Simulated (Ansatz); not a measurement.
# PtSe2 monolayer (1T) under uniaxial strain along the armchair direction, normal to a, with the width clamped, part 2 of 2

Aim: how do the optical modes of PtSe2 monolayer (1T) shift and split under this strain?

Ansatz 0.2.0; DFT PBE, scalar-relativistic, plane waves, PAW; PAW set soft_1.

So far. Step 4 (Tight relaxation): The largest force component left is 0.30 meV/Å, within the tolerances set.

### Step 5. Zone-centre response at rest

Phonons follow from the second derivative of the energy, found here by linear response.

The modes at rest are the reference of the series.

input.yaml

```yaml
crystal:
  lattice:
    - [3.7481554773, 0.0, 0.0]
    - [-1.8740777386, 3.2459978606, 0.0]
    - [0.0, 0.0, 29.9272]
  atoms:
    - { symbol: Pt, position: [0.0, 0.0, 0.3341441899] }
    - { symbol: Se, position: [0.3333333333, 0.6666666667, 0.3778510869] }
    - { symbol: Se, position: [0.6666666667, 0.3333333333, 0.2904372929] }
  periodic: [true, true, false]
kpoints:
  mp_grid: { grid: [9, 9, 1] }
hamiltonian:
  xc: pbe
  pseudopotentials: { kind: paw, azcp: { folder: soft_1 } }
scf:
  occupations: { method: fixed }
output:
  eigenvalues: true
phonons:
  method: dfpt
```

On the command line:

```bash
$ ansatz run input.yaml --threads 4 --pin off --max-ram 16384MiB --backend cpu --events-out ev --progress --plain --runs-dir out
```

Numbers of over 12 decimals in the logs are rounded to 6 here.

Log:

```text
Warning: crystal.symmetry: narrowed to the stabiliser of the run's FFT grids — unitary ops 12 → 6. A phonons.method: dfpt run fills in the rows of the dynamical matrix that it does not solve by its symmetry operations, which is exact only for operations that map its FFT grids onto themselves: filled in by any other, the frequencies could depend on the order in which like atoms are typed, or, by more than the grids' own error, on where the crystal sits among the grids' points. Excluded: 6 operations. The run can therefore solve more perturbations, solve them on more k-points, or both, and cost more. [rest of the remark cut]
[...]
Crystal: 3 atoms, lattice volume = 364.109 Å³
Basis set: ecut = 420 eV, 7133 PW (Γ), exchange–correlation on 54×54×432 points (8 copies of the dense FFT grid, shifted against one another)
Bands: 30, of which v1, the nominal top of the filled ones, is band 25 counted from 1 (24 counted from 0)
Symmetry: 12 space group operations
k-points: 25 of 81 (irreducible under 2 space group operations, time reversal used)
[...]
SCF iter   1: F=—  HF=-23464.887322 eV  |F-HF|=—  |Δ(HF+E_count)|=         —  Δρ=3.36e-2  dr2=4.55e0  ethr=3.10e-3  ⟨swp⟩=6.1  Hψ=3074  notcnv=0  defer=74
[...]
SCF iter  11: F=-23464.071143 eV  HF=-23464.071143 eV  |F-HF|=5.82e-11  |Δ(HF+E_count)|=  5.20e-10  Δρ=5.88e-8  dr2=1.80e-11  ethr=1.00e-12  ⟨swp⟩=27.2  Hψ=7421  notcnv=0
SCF 1 converged in 11 iterations: F = -23464.071143 eV  dr2 = 1.80e-11
[...]
DFPT response loops at Γ: preconditioner auto → none (the input reference at scf.mixing.eps_inf says where Resta's filter doesn't serve); β = 0.50; Broyden in place of MSR1
SCF converged after 11 iterations
Free energy (F): -23464.071143 eV
[...]
Internal energy: -23464.071143 eV  (E = F + TS)
E sigma→0 (E₀):  -23464.071143 eV
Fermi energy:    -5.730685 eV
[...]
--- Band table (eV; the first three rows and the last of 25) ---
  k-point 0: bands = [... 21 lower, -6.9139, -6.2765, -5.7307, -5.7307, -2.7765, -2.7765, -1.2073 (-1.2074°), -0.4557, ... 1 higher]
  k-point 1: bands = [... 21 lower, -7.3261, -6.0627, -5.7947, -5.7372, -3.5345, -2.9536, -0.7709 (-0.7711°), -0.2487, ... 1 higher]
  k-point 2: bands = [... 21 lower, -7.8218, -6.1098, -5.9628, -5.8515, -4.3410, -3.1588, -0.0611 (-0.0615°), 0.0823, ... 1 higher]
  k-point 24: bands = [... 21 lower, -7.8710, -7.2803, -6.9776, -5.9585, -4.1527, -3.5506, 0.3507 (0.3507°), 0.9386, ... 1 higher]
  ° read free of the cell's end (the report's vacuum.weakly_bound_levels)
--- Phonons (Γ-DFPT): 6 representative perturbations + reference, on 25 of 81 k-points (Σ response iterations 28) ---
  ASR residual: 2.032e-4 → 0.000e0 eV/Å²; symmetrization residual: 5.675e-5 eV/Å²
  The last average, over the group as it would stand without the narrowing to the FFT grids, took up to 3.089e-6 eV/Å² of the zone centre's force constants
  ASR residual per site (eV/Å²): 2.03e-4 5.77e-5 5.96e-5
  Γ frequencies (cm⁻¹): 0.00 0.00 0.00 170.20 170.20 196.77 214.00 214.00 222.40
  non-analytic LO–TO correction: not included (Born effective charges unavailable; polar crystals: no LO–TO splitting at Γ)
```

Elapsed: 53 s, on 4 threads of Arm Neoverse V2, shared host; peak memory 1.4 GiB; 3.3 min of CPU time.

The column dr2 measures how far the density is from self-consistency, as an energy; F and HF (Harris–Foulkes) agree once it is small.

This step gave:

| Property | Result |
| --- | --- |
| sum-rule residual before enforcement | 2.03e-4 eV/Å² |
| point group | -3m |
| highest optical mode at the zone centre (no LO-TO term) | 222.4 cm⁻¹ |
| lowest optical zone-centre mode | 170.2 cm⁻¹ |

Without the LO-TO term. Patterns of degenerate modes are one choice out of their space. The modes at Γ (shares of kinetic energy by element, %):

```csv
mode,frequency (cm⁻¹),symmetry,Pt %,Se %
1,0.0,acoustic,55,45
2,0.0,acoustic,55,45
3,0.0,acoustic,55,45
4,170.2,Eg,0,100
5,170.2,Eg,0,100
6,196.8,A1g,0,100
7,214.0,Eu,45,55
8,214.0,Eu,45,55
9,222.4,A2u,45,55
```

Displacements in mode 4 (170.2 cm⁻¹), the largest set to 1:
```
Pt1  0.00  0.00  0.00
Se2 -0.44 -1.00  0.00
Se3  0.44  1.00  0.00
```

Displacements in mode 9 (222.4 cm⁻¹), the largest set to 1:
```
Pt1  0.00  0.00  0.81
Se2  0.00  0.00 -1.00
Se3  0.00  0.00 -1.00
```

Before it was imposed, the acoustic sum rule was missed by 2.0e-4 eV/Å². Small misses are needed for a sound result but don't prove that mesh and cutoff are converged. The lowest optical mode is real, 170 cm⁻¹.

### Step 6. A member of the series: uniaxial strain of +5 % along the armchair direction, normal to a, with the width clamped

The cell takes a uniaxial strain of +5 % along the armchair direction, normal to a, with the width clamped. The cell is held, and the atoms relax in it.

input.yaml

```yaml
crystal:
  lattice:
    - [3.7481554773, 0.0, 0.0]
    - [-1.8740777386, 3.4082977536, 0.0]
    - [0.0, 0.0, 29.9272]
  atoms:
    - { symbol: Pt, position: [0.0, 0.0, 0.3341441899] }
    - { symbol: Se, position: [0.3299230856, 0.6598461712, 0.3765159525] }
    - { symbol: Se, position: [0.6700769144, 0.3401538288, 0.2917724273] }
  periodic: [true, true, false]
kpoints:
  mp_grid: { grid: [9, 9, 1] }
hamiltonian:
  xc: pbe
  pseudopotentials: { kind: paw, azcp: { folder: soft_1 } }
scf:
  occupations: { method: gaussian, width: 0.02 }
output:
  forces: true
  stress: true
  eigenvalues: true
relax:
  adjacent_minimum: "off"
  f_tol: 0.001
  max_steps: 60
```

Log:

```text
[...]
--- Relaxed structure (4 steps of the walk, 3 accepted, 0 SCFs on fresh bases) ---
  F+E_penalty+E_count = -23464.00479252 eV   max|allowed force component| = 5.037e-4 eV/Å
  cell:  # Å, volume = 382.3149 Å³
    - [3.7481554773, -2.749294877392039e-11, 0.0]
    - [-1.874077738625, 3.408298, 0.0]
    - [0.0, 0.0, 29.9272]
  atoms:
    - { symbol: Pt, position: [0, 0, 0.334144] }
    - { symbol: Se, position: [0.329304, 0.658607, 0.376197] }
    - { symbol: Se, position: [0.670696, 0.341393, 0.292092] }
[key lines of the parts left out:]
SCF converged after 3 iterations
Free energy (F): -23464.004793 eV
Fermi energy:    -5.065276 eV
P = ½ c Tr σ = -2.1287 N/m
```

The job ended after 16 s (4 threads; peak memory 0.8 GiB).

Step by step:

```csv
step,energy less that of the first step (eV),largest force component (eV/Å)
1,0.0000,0.0984
2,0.0007,0.1360
3,-0.0011,0.0042
4,-0.0011,0.0005
```

Relaxation step 2 was tried and not accepted.

Forces are held to the 4 operations that the run works with; a distortion that breaks them can't arise in this run.

The atoms that moved most (Å):

```csv
atom,dx,dy,dz,length
Se3,0.000,0.004,0.010,0.010
Se2,0.000,-0.004,-0.010,0.010
```

The relaxed structure:

```xyz
3
Lattice="3.7482 0.0000 0.0000 -1.8741 3.4083 0.0000 0.0000 0.0000 29.9272" Properties=species:S:1:pos:R:3
Pt    0.0000    0.0000   10.0000
Se    0.0000    2.2447   11.2585
Se    1.8741    1.1636    8.7415
```

Numbers from this step:

- gap on the k-mesh: 1.152 eV
- area per atom: 4.258 Å²

The largest force component left is 0.50 meV/Å.

### Step 7. Modes of this member: uniaxial strain of +5 % along the armchair direction, normal to a, with the width clamped

The zone-centre modes follow for uniaxial strain of +5 % along the armchair direction, normal to a, with the width clamped.

input.yaml, the sections that differ from step 6:

```yaml
crystal:
  lattice:
    - [3.7481554773, 0.0, 0.0]
    - [-1.8740777386, 3.4082977536, 0.0]
    - [0.0, 0.0, 29.9272]
  atoms:
    - { symbol: Pt, position: [0.0, 0.0, 0.3341441899] }
    - { symbol: Se, position: [0.3293036083, 0.6586072165, 0.3761965771] }
    - { symbol: Se, position: [0.6706963917, 0.3413927835, 0.2920918027] }
  periodic: [true, true, false]
scf:
  occupations: { method: fixed }
output:
  eigenvalues: true
phonons:
  method: dfpt
# kpoints, hamiltonian: as in step 6
# relax: removed
```

Log:

```text
[...]
Crystal: 3 atoms, lattice volume = 382.315 Å³
Basis set: ecut = 420 eV, 7525 PW (Γ), exchange–correlation on 54×54×432 points (8 copies of the dense FFT grid, shifted against one another)
Bands: 30, of which v1, the nominal top of the filled ones, is band 25 counted from 1 (24 counted from 0)
Symmetry: 4 space group operations
k-points: 25 of 81 (irreducible under 2 space group operations, time reversal used)
[...]
SCF iter   1: F=—  HF=-23464.824714 eV  |F-HF|=—  |Δ(HF+E_count)|=         —  Δρ=3.29e-2  dr2=4.70e0  ethr=3.10e-3  ⟨swp⟩=6.1  Hψ=3059  notcnv=0  defer=72
[...]
SCF iter  11: F=-23464.004793 eV  HF=-23464.004793 eV  |F-HF|=1.46e-10  |Δ(HF+E_count)|=  8.08e-10  Δρ=1.05e-7  dr2=5.90e-11  ethr=1.00e-12  ⟨swp⟩=27.0  Hψ=7125  notcnv=0
SCF 1 converged in 11 iterations: F = -23464.004793 eV  dr2 = 5.90e-11
[...]
SCF converged after 11 iterations
Free energy (F): -23464.004793 eV
[...]
Internal energy: -23464.004793 eV  (E = F + TS)
E sigma→0 (E₀):  -23464.004793 eV
Fermi energy:    -5.641259 eV
[...]
--- Band table (eV; the first three rows and the last of 25) ---
  k-point 0: bands = [... 21 lower, -6.8214, -6.2751, -5.9873, -5.7444, -2.9812, -2.9438, -1.3535 (-1.3535°), -0.5059, ... 1 higher]
  k-point 1: bands = [... 21 lower, -7.3451, -6.1254, -5.8541, -5.7737, -3.6857, -3.0860, -0.9215 (-0.9215°), -0.2799, ... 1 higher]
  k-point 2: bands = [... 21 lower, -7.8726, -6.2522, -6.0303, -5.7885, -4.4893, -3.2388, -0.1698 (-0.1700°), -0.0741, ... 1 higher]
  k-point 24: bands = [... 21 lower, -7.8183, -7.3606, -7.0135, -5.9220, -4.1971, -3.6214, -0.0983, 0.8789, ... 1 higher]
  ° read free of the cell's end (the report's vacuum.weakly_bound_levels)
[...]
ASR residual: 4.397e-4 → 0.000e0 eV/Å²; symmetrization residual: 3.219e-5 eV/Å²
[...]
ASR residual per site (eV/Å²): 4.40e-4 7.85e-5 8.57e-5
  Γ frequencies (cm⁻¹): 0.00 0.00 0.00 161.27 170.08 190.38 192.40 204.66 218.07
[...]
```

It took 76 s on 4 threads; peak memory 1.4 GiB; 4.7 min of CPU time.

This step gave:

```
sum-rule residual before enforcement                    : 4.40e-4 eV/Å²
point group                                             : 2/m
highest optical mode at the zone centre (no LO-TO term) : 218.1 cm⁻¹
lowest optical zone-centre mode                         : 161.3 cm⁻¹
```

Without the LO-TO term. Patterns of degenerate modes are one choice out of their space. Modes at Γ, with each element's share of the kinetic energy:

```csv
mode,frequency (cm⁻¹),symmetry,Pt %,Se %
1,0.0,acoustic,55,45
2,0.0,acoustic,55,45
3,0.0,acoustic,55,45
4,161.3,Ag,0,100
5,170.1,Bg,0,100
6,190.4,Ag,0,100
7,192.4,Bu,45,55
8,204.7,Au,45,55
9,218.1,Bu,45,55
```

Displacements in mode 4 (161.3 cm⁻¹), the largest set to 1:
```
Pt1  0.00  0.00  0.00
Se2  0.00  1.00  0.06
Se3  0.00 -1.00 -0.06
```

Displacements in mode 7 (192.4 cm⁻¹), the largest set to 1:
```
Pt1  0.00  0.81  0.12
Se2  0.00 -1.00 -0.15
Se3  0.00 -1.00 -0.15
```

The lowest optical mode is real, 161 cm⁻¹, and the highest lies at 218.1 cm⁻¹.

### Step 8. A member of the series: uniaxial strain of -3 % along the armchair direction, normal to a, with the width clamped

The cell takes a uniaxial strain of -3 % along the armchair direction, normal to a, with the width clamped. The cell is held, and the atoms relax in it.

input.yaml

```yaml
crystal:
  lattice:
    - [3.7481554773, 0.0, 0.0]
    - [-1.8740777386, 3.1486179248, 0.0]
    - [0.0, 0.0, 29.9272]
  atoms:
    - { symbol: Pt, position: [0.0, 0.0, 0.3341441899] }
    - { symbol: Se, position: [0.3355797762, 0.6711595525, 0.3785547628] }
    - { symbol: Se, position: [0.6644202238, 0.3288404475, 0.289733617] }
  periodic: [true, true, false]
kpoints:
  mp_grid: { grid: [9, 9, 1] }
hamiltonian:
  xc: pbe
  pseudopotentials: { kind: paw, azcp: { folder: soft_1 } }
scf:
  occupations: { method: gaussian, width: 0.02 }
output:
  forces: true
  stress: true
  eigenvalues: true
relax:
  adjacent_minimum: "off"
  f_tol: 0.001
  max_steps: 60
```

Log:

```text
[...]
Crystal: 3 atoms, lattice volume = 353.186 Å³
Basis set: ecut = 420 eV, 6877 PW (Γ), exchange–correlation on 54×50×432 points (8 copies of the dense FFT grid, shifted against one another)
Bands: 30, of which v1, the nominal top of the filled ones, is band 25 counted from 1 (24 counted from 0)
Symmetry: 4 space group operations
[...]
--- Relaxed structure (5 steps of the walk, 5 accepted, 0 SCFs on fresh bases) ---
  F+E_penalty+E_count = -23464.04612632 eV   max|allowed force component| = 1.025e-4 eV/Å
  cell:  # Å, volume = 353.1861 Å³
    - [3.7481554773, -2.9760408466182765e-11, 0.0]
    - [-1.874077738625, 3.148618, 0.0]
    - [0.0, 0.0, 29.9272]
  atoms:
    - { symbol: Pt, position: [0, 0, 0.3341441899] }
    - { symbol: Se, position: [0.336838, 0.673676, 0.378916] }
    - { symbol: Se, position: [0.663162, 0.326324, 0.289372] }
[key lines of the parts left out:]
SCF converged after 2 iterations
Free energy (F): -23464.046126 eV
Fermi energy:    -4.892908 eV
P = ½ c Tr σ = 1.4188 N/m
```

Wall time 16 s (4 threads); peak memory 0.76 GiB.

Step by step:

```csv
step,energy less that of the first step (eV),largest force component (eV/Å)
1,0.0000,0.1283
2,-0.0007,0.1173
3,-0.0019,0.0074
4,-0.0019,0.0001
5,-0.0019,0.0001
```

The run keeps the 4 symmetry operations that it works with, so distortions that break them were not tested.

The atoms that moved most (Å):

```csv
atom,dx,dy,dz,length
Se2,0.000,0.008,0.011,0.013
Se3,0.000,-0.008,-0.011,0.013
```

The relaxed structure:

```cif
data_structure
_symmetry_space_group_name_H-M 'P 1'
_symmetry_Int_Tables_number 1
_cell_length_a 3.7482
_cell_length_b 3.6641
_cell_length_c 29.9272
_cell_angle_alpha 90.000
_cell_angle_beta 90.000
_cell_angle_gamma 120.761
_cell_volume 353.19
loop_
_atom_site_label
_atom_site_type_symbol
_atom_site_fract_x
_atom_site_fract_y
_atom_site_fract_z
_atom_site_occupancy
Pt1 Pt 0.00000 0.00000 0.33414 1
Se2 Se 0.33684 0.67368 0.37892 1
Se3 Se 0.66316 0.32632 0.28937 1
```

This step gave:

```yaml
gap_on_the_k_mesh: 1.205 eV
area_per_atom: 3.934 Å²
```

The largest force component left is 0.10 meV/Å.

### Step 9. Modes of this member: uniaxial strain of -3 % along the armchair direction, normal to a, with the width clamped

The zone-centre modes follow for uniaxial strain of -3 % along the armchair direction, normal to a, with the width clamped.

input.yaml, the sections that differ from step 8:

```yaml
crystal:
  lattice:
    - [3.7481554773, 0.0, 0.0]
    - [-1.8740777386, 3.1486179248, 0.0]
    - [0.0, 0.0, 29.9272]
  atoms:
    - { symbol: Pt, position: [0.0, 0.0, 0.3341441899] }
    - { symbol: Se, position: [0.3368380605, 0.673676121, 0.3789159243] }
    - { symbol: Se, position: [0.6631619395, 0.326323879, 0.2893724555] }
  periodic: [true, true, false]
scf:
  occupations: { method: fixed }
output:
  eigenvalues: true
phonons:
  method: dfpt
# kpoints, hamiltonian: as in step 8
# relax: removed
```

Log:

```text
[...]
Crystal: 3 atoms, lattice volume = 353.186 Å³
Basis set: ecut = 420 eV, 6877 PW (Γ), exchange–correlation on 54×54×432 points (8 copies of the dense FFT grid, shifted against one another)
Bands: 30, of which v1, the nominal top of the filled ones, is band 25 counted from 1 (24 counted from 0)
Symmetry: 4 space group operations
[...]
k-point 24: bands = [... 21 lower, -7.8947, -7.2630, -6.9463, -5.9481, -4.1419, -3.5170, 0.5423 (0.5423°), 0.9750, ... 1 higher]
  ° read free of the cell's end (the report's vacuum.weakly_bound_levels)
[...]
ASR residual: 1.946e-4 → 0.000e0 eV/Å²; symmetrization residual: 2.652e-5 eV/Å²
[...]
ASR residual per site (eV/Å²): 1.95e-4 5.28e-5 4.69e-5
  Γ frequencies (cm⁻¹): 0.00 0.00 0.00 169.95 173.02 199.98 218.17 222.21 225.00
[...]
[key lines of the parts left out:]
SCF converged after 11 iterations
Free energy (F): -23464.046126 eV
Fermi energy:    -5.495389 eV
```

It took 71 s on 4 threads; peak memory 1.4 GiB; 4.4 min of CPU time.

This step gave:

```yaml
sum_rule_residual_before_enforcement: 1.95e-4 eV/Å²
highest_optical_mode_at_the_zone_centre_no_lo_to_term: 225 cm⁻¹
lowest_optical_zone_centre_mode: 169.9 cm⁻¹
```

Without the LO-TO term. Patterns of degenerate modes are one choice out of their space. The modes at Γ (shares of kinetic energy by element, %):

```csv
mode,frequency (cm⁻¹),symmetry,Pt %,Se %
1,0.0,acoustic,55,45
2,0.0,acoustic,55,45
3,0.0,acoustic,55,45
4,169.9,Bg,0,100
5,173.0,Ag,0,100
6,200.0,Ag,0,100
7,218.2,Au,45,55
8,222.2,Bu,45,55
9,225.0,Bu,45,55
```

The lowest optical mode is real, 170 cm⁻¹, and the highest lies at 225.0 cm⁻¹.

### Step 10. The series together

The members are set side by side, also those not shown above.

Energies are extrapolated to zero smearing, and E0 is that at rest; the cell is clamped and the atoms are relaxed. State of the crystal along the series:

```csv
strain (%),E - E0 (meV/atom),gap on mesh (eV)
-3,8.339,1.205
-2,3.694,1.27
-1,0.9237,1.332
0,0,1.39
1,0.9064,1.366
2,3.609,1.34
3,8.072,1.277
4,14.26,1.214
5,22.12,1.152
```

Optical modes are counted from below at rest and tracked from member to member by their patterns, and modes that stay within 0.3 cm⁻¹ of each other stand once; labels, where given, are those at rest, then, where named, those of the strained cell; the cell is clamped and the atoms are relaxed. Optical modes along the series:

```csv
strain (%),optical mode 1 Eg to Ag single part (cm⁻¹),optical mode 2 Eg to Bg single part (cm⁻¹),optical mode 3 A1g to Ag (cm⁻¹),optical mode 4 Eu to Bu single part (cm⁻¹),optical mode 5 Eu to Au single part (cm⁻¹),optical mode 6 A2u to Bu (cm⁻¹)
-3,173,169.9,200,222.2,218.2,225
-2,172.3,170.1,199,220.3,216.9,223.7
-1,171.4,170.2,197.9,217.4,215.5,223
0,170.2,170.2,196.8,214,214,222.4
1,168.8,170.2,195.6,210.2,212.3,221.7
2,167.3,170.2,194.3,206.2,210.6,221
3,165.5,170.2,193.1,201.8,208.7,220.1
4,163.5,170.2,191.8,197.2,206.7,219.2
5,161.3,170.1,190.4,192.4,204.7,218.1
```

Value and slope at zero strain of a cubic (a lower polynomial where under five rows exist) through the rows within 2 % of rest. Slopes at rest:

```csv
mode,frequency (cm⁻¹),shift per percent of strain (cm⁻¹)
optical mode 1 Eg to Ag single part,170.2,-1.26
optical mode 2 Eg to Bg single part,170.2,0.04
optical mode 3 A1g to Ag,196.8,-1.15
optical mode 4 Eu to Bu single part,214,-3.61
optical mode 5 Eu to Au single part,214,-1.6
optical mode 6 A2u to Bu,222.4,-0.61
```

### Step 11. What came out

| Item | Value |
| --- | --- |
| members | 9 |
| highest optical mode at the zone centre (no LO-TO term), at rest | 222.4 cm⁻¹ |
| optical mode 3 A1g to Ag, shift per percent | -1.15 cm⁻¹ |
| optical mode 4 Eu to Bu single part, shift per percent | -3.61 cm⁻¹ |
| optical mode 5 Eu to Au single part, shift per percent | -1.60 cm⁻¹ |
| optical mode 6 A2u to Bu, shift per percent | -0.61 cm⁻¹ |

**Reading.** The strain lowers the symmetry: the level at 214.0 cm⁻¹ splits, into 192.4 and 204.7 cm⁻¹ at +5 %. The fastest shift in the table of slopes is -3.6 cm⁻¹ for each percent (optical mode 4 Eu to Bu single part). The width is clamped, so the contraction across the strain that a free sheet shows is left out. These are harmonic frequencies at zero temperature: anharmonic shifts, linewidths and thermal expansion are left out. Spin-orbit coupling is left out, which can matter for the heavy elements here. The starting cell was built on a prototype and not taken from a measurement. Only the zone centre was solved, so an instability at another wavevector cannot show here. In a sheet the LO-TO splitting vanishes at the zone centre, so no such term is missing here. The program warns in at least one run that the printed band levels were not confirmed.

[Logs are printed without paths, hosts, clocks, repeated set-up lines and the standing remarks that a program may print on its own settings, such as how far it seeks lower states.]

[Hosts, paths, dates, database ids (printed as entryN), source tags and the programs' standing remarks are cut or masked in the printed files.]
